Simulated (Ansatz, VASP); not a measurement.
ZrC7: VASP beside Ansatz

```xyz
8
Lattice="4.0343 0.0000 0.0000 0.0000 4.0343 0.0000 0.0000 0.0000 4.0343" Properties=species:S:1:pos:R:3 pbc="T T T"
Zr    0.0000    0.0000    0.0000
C     1.1513    1.1513    1.1513
C     0.0000    2.0172    2.0172
C     2.0172    2.0172    0.0000
C     2.0172    0.0000    2.0172
C     2.8831    1.1513    2.8831
C     2.8831    2.8831    1.1513
C     1.1513    2.8831    2.8831
```

Change from the starting cell: species swapped into the Si7Ge type (P-43m, No. 215).

Alike in both runs: functional PBE; k mesh 10 × 10 × 10; occupations gaussian, width 0.01 eV; no spin polarisation.

Ansatz relaxed the structure, and its values are those at the end. VASP's run is a single point on that final structure, the one shown.

```csv
,VASP,Ansatz
version,VASP 6.6.1,Ansatz 0.2.0
potentials or method,"VASP PAW PBE potentials, release 64 (Zr_sv, C)","scalar-relativistic, plane waves, PAW"
plane-wave cutoff (eV),520,420
valence electrons in the cell,40,40
```

VASP gave:

* gap on the k mesh at the Fermi level (eV): 0.20
* least direct gap on the mesh (eV): 1.44
* pressure (GPa): 0.3
* rms of the force components (eV/Å): 0.006

Q: What did Ansatz give for the same quantities?

A: gap on the k mesh at the Fermi level (eV): 0.21; least direct gap on the mesh (eV): 1.45; pressure (GPa): 0.0; rms of the force components (eV/Å): 0.001.
